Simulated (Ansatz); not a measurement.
# TiO2: the cost of one run

Method: DFT PBE, scalar-relativistic, plane waves, PAW, in Ansatz 0.2.0.

### Step 1. The structure to begin with

The structure is orthorhombic, space group Imma (No. 74). The conventional cell has a = 5.946 Å, b = 6.575 Å, c = 6.575 Å, α = 90.00°, β = 90.00°, γ = 90.00°. Around Ti (site symmetry mm2) lie 6 O at 1.94 to 2.00 Å. Around Ti (site symmetry 2/m) lie 6 O at 1.96 to 2.00 Å. Around O (site symmetry m) lie 3 Ti at 1.94 to 2.00 Å. O (site symmetry m) is surrounded by 3 Ti at 1.96 to 2.00 Å.

Structure file:

```cif
data_structure
_symmetry_space_group_name_H-M 'P 1'
_symmetry_Int_Tables_number 1
_cell_length_a 6.5748
_cell_length_b 8.8649
_cell_length_c 8.8649
_cell_angle_alpha 95.746
_cell_angle_beta 90.000
_cell_angle_gamma 90.000
_cell_volume 514.09
loop_
_atom_site_label
_atom_site_type_symbol
_atom_site_fract_x
_atom_site_fract_y
_atom_site_fract_z
_atom_site_occupancy
Ti1 Ti 0.75476 0.62500 0.37500 1
Ti2 Ti 0.25475 0.62500 0.87500 1
Ti3 Ti 0.25476 0.12500 0.37500 1
Ti4 Ti 0.75476 0.12500 0.87500 1
Ti5 Ti 0.24524 0.87500 0.12500 1
Ti6 Ti 0.74524 0.87500 0.62500 1
Ti7 Ti 0.74525 0.37500 0.12500 1
Ti8 Ti 0.24524 0.37500 0.62500 1
Ti9 Ti 0.75000 0.00000 0.25000 1
Ti10 Ti 0.25000 0.00000 0.75000 1
Ti11 Ti 0.25000 0.50000 0.25000 1
Ti12 Ti 0.75000 0.50000 0.75000 1
Ti13 Ti 0.25000 0.25000 0.00000 1
Ti14 Ti 0.75000 0.25000 0.50000 1
Ti15 Ti 0.75000 0.75000 0.00000 1
Ti16 Ti 0.25000 0.75000 0.50000 1
O1 O 0.05492 0.99993 0.24993 1
O2 O 0.55492 0.99993 0.74993 1
O3 O 0.55492 0.49993 0.24993 1
O4 O 0.05492 0.49993 0.74993 1
O5 O 0.75038 0.02745 0.47255 1
O6 O 0.25038 0.02745 0.97255 1
O7 O 0.25038 0.52745 0.47255 1
O8 O 0.75038 0.52745 0.97255 1
O9 O 0.05492 0.75007 0.00007 1
O10 O 0.55492 0.75007 0.50007 1
O11 O 0.55492 0.25007 0.00007 1
O12 O 0.05492 0.25007 0.50007 1
O13 O 0.75038 0.22255 0.27745 1
O14 O 0.25038 0.22255 0.77745 1
O15 O 0.25038 0.72255 0.27745 1
O16 O 0.75038 0.72255 0.77745 1
O17 O 0.24962 0.27745 0.22255 1
O18 O 0.74962 0.27745 0.72255 1
O19 O 0.74962 0.77745 0.22255 1
O20 O 0.24962 0.77745 0.72255 1
O21 O 0.24962 0.47255 0.02745 1
O22 O 0.74962 0.47255 0.52745 1
O23 O 0.74962 0.97255 0.02745 1
O24 O 0.24962 0.97255 0.52745 1
O25 O 0.94508 0.74993 0.49993 1
O26 O 0.44508 0.74993 0.99993 1
O27 O 0.44508 0.24993 0.49993 1
O28 O 0.94508 0.24993 0.99993 1
O29 O 0.94508 0.50007 0.25007 1
O30 O 0.44508 0.50007 0.75007 1
O31 O 0.44508 0.00007 0.25007 1
O32 O 0.94508 0.00007 0.75007 1
```

The runs take a perfect supercell of 48 atoms; the defect goes to fractional position (0.755, 0.625, 0.375).

### Step 2. The perfect supercell

input.yaml

```yaml
crystal:
  lattice:
    - [0.0, 0.0, 6.574804]
    - [5.94632, -6.574738, 0.0]
    - [5.94632, 6.574738, 0.0]
  atoms:
    - { symbol: Ti, position: [0.754755, 0.625, 0.375] }
    - { symbol: Ti, position: [0.254755, 0.625, 0.875] }
    - { symbol: Ti, position: [0.254755, 0.125, 0.375] }
    - { symbol: Ti, position: [0.754755, 0.125, 0.875] }
    - { symbol: Ti, position: [0.245245, 0.875, 0.125] }
    - { symbol: Ti, position: [0.745245, 0.875, 0.625] }
    - { symbol: Ti, position: [0.745245, 0.375, 0.125] }
    - { symbol: Ti, position: [0.245245, 0.375, 0.625] }
    - { symbol: Ti, position: [0.75, 0.0, 0.25] }
    - { symbol: Ti, position: [0.25, 0.0, 0.75] }
    - { symbol: Ti, position: [0.25, 0.5, 0.25] }
    - { symbol: Ti, position: [0.75, 0.5, 0.75] }
    - { symbol: Ti, position: [0.25, 0.25, 0.0] }
    - { symbol: Ti, position: [0.75, 0.25, 0.5] }
    - { symbol: Ti, position: [0.75, 0.75, 0.0] }
    - { symbol: Ti, position: [0.25, 0.75, 0.5] }
    - { symbol: O, position: [0.054918, 0.999926, 0.249926] }
    - { symbol: O, position: [0.554918, 0.999926, 0.749926] }
    - { symbol: O, position: [0.554918, 0.499926, 0.249926] }
    - { symbol: O, position: [0.054918, 0.499926, 0.749926] }
    - { symbol: O, position: [0.750384, 0.02745, 0.47255] }
    - { symbol: O, position: [0.250384, 0.02745, 0.97255] }
    - { symbol: O, position: [0.250384, 0.52745, 0.47255] }
    - { symbol: O, position: [0.750384, 0.52745, 0.97255] }
    - { symbol: O, position: [0.054919, 0.750074, 7.4e-05] }
    - { symbol: O, position: [0.554919, 0.750074, 0.500074] }
    - { symbol: O, position: [0.55492, 0.250074, 7.4e-05] }
    - { symbol: O, position: [0.05492, 0.250074, 0.500074] }
    - { symbol: O, position: [0.750383, 0.22255, 0.27745] }
    - { symbol: O, position: [0.250383, 0.22255, 0.77745] }
    - { symbol: O, position: [0.250382, 0.72255, 0.27745] }
    - { symbol: O, position: [0.750382, 0.72255, 0.77745] }
    - { symbol: O, position: [0.249617, 0.27745, 0.22255] }
    - { symbol: O, position: [0.749617, 0.27745, 0.72255] }
    - { symbol: O, position: [0.749618, 0.77745, 0.22255] }
    - { symbol: O, position: [0.249618, 0.77745, 0.72255] }
    - { symbol: O, position: [0.249616, 0.47255, 0.02745] }
    - { symbol: O, position: [0.749616, 0.47255, 0.52745] }
    - { symbol: O, position: [0.749616, 0.97255, 0.02745] }
    - { symbol: O, position: [0.249616, 0.97255, 0.52745] }
    - { symbol: O, position: [0.94508, 0.749926, 0.499926] }
    - { symbol: O, position: [0.44508, 0.749926, 0.999926] }
    - { symbol: O, position: [0.445081, 0.249926, 0.499926] }
    - { symbol: O, position: [0.945081, 0.249926, 0.999926] }
    - { symbol: O, position: [0.945081, 0.500074, 0.250074] }
    - { symbol: O, position: [0.445081, 0.500074, 0.750074] }
    - { symbol: O, position: [0.445082, 7.5e-05, 0.250074] }
    - { symbol: O, position: [0.945082, 7.5e-05, 0.750074] }
basis:
  ecutwfc: 420
  fft_grid_basis: typed
kpoints:
  mp_grid: { grid: [2, 2, 2] }
hamiltonian:
  xc: pbe
  pseudopotentials: { kind: paw }
scf:
  occupations: { method: gaussian, width: 0.05 }
output:
  forces: true
  stress: false
  eigenvalues: true
  bader: false
  write_density: true
  volumetric_format: npy
```

Launch:

```
> ansatz run input.yaml --threads 4 --pin off --max-ram 10240MiB --backend cpu --events-out ev --progress --plain --runs-dir out
```

**Question.** How long does this run take on 4 threads of Arm Neoverse N1, shared host, and how much memory does it need?

About 28 s, with a peak of 2.7 GiB.
